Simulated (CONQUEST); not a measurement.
AlN:

```
Al N
1.0
     3.08863    0.00000    0.00000
     0.00000    3.08863    0.00000
     0.00000    0.00000    4.36799
Al N
2 2
Direct
  0.00000 0.00000 0.00000
  0.50000 0.50000 0.50000
  0.00000 0.50000 0.75000
  0.50000 0.00000 0.25000
```

Measurements of this composition are mostly on another form, of space group No. 186.

- Program: CONQUEST 1.3
- Task: single point
- Functional: PBE
- Potentials or basis: PseudoDojo NC PBE, SZ, grid cutoff 150 Ha
- k mesh: 9 × 9 × 6
- Occupations: fermi-dirac, width 0.05 eV
- Spin: no spin polarisation

On this cell: pressure 22.0 GPa; largest force zero by symmetry; band gap on the k mesh 3.99 eV.

The same run follows on a disturbed copy (atoms moved at random, drawn with an rms of 0.05 Å):

```xyz
4
Lattice="3.0886 0.0000 0.0000 0.0000 3.0886 0.0000 0.0000 0.0000 4.3680" Properties=species:S:1:pos:R:3 pbc="T T T"
Al    0.0261    0.0098    4.3557
Al    1.5704    1.5541    2.1717
N     1.5255    3.0757    1.1007
N     3.0698    1.5313    3.2847
```

**Question.** What does the disturbed cell give?

**Answer.** The energy moves by +13.3 meV/atom; pressure 22.7 GPa; largest force 0.974 eV/Å; band gap on the k mesh 3.80 eV.

Forces in eV/Å, atoms in the order of the input:
```
Al  -0.783 -0.466  0.345
Al  -0.783 -0.466  0.345
N    0.760  0.440 -0.345
N    0.760  0.440 -0.345
```

The forces don't sum to zero, so they hold noise of the program's grid.

Caveats: the atomic basis is small; the basis of atomic orbitals isn't converged, which shifts pressures, moduli and gaps; so large a pressure means that the cell lies far from this level's equilibrium, or that cutoff or potentials fall short (some runs); an odd mesh through Γ misses points on the zone boundary, where band edges often lie (some runs); the real-space grid breaks the cell's symmetry a little (some runs); the box holds several primitive cells, so bands are folded and the points are those of the box's own zone (some runs).
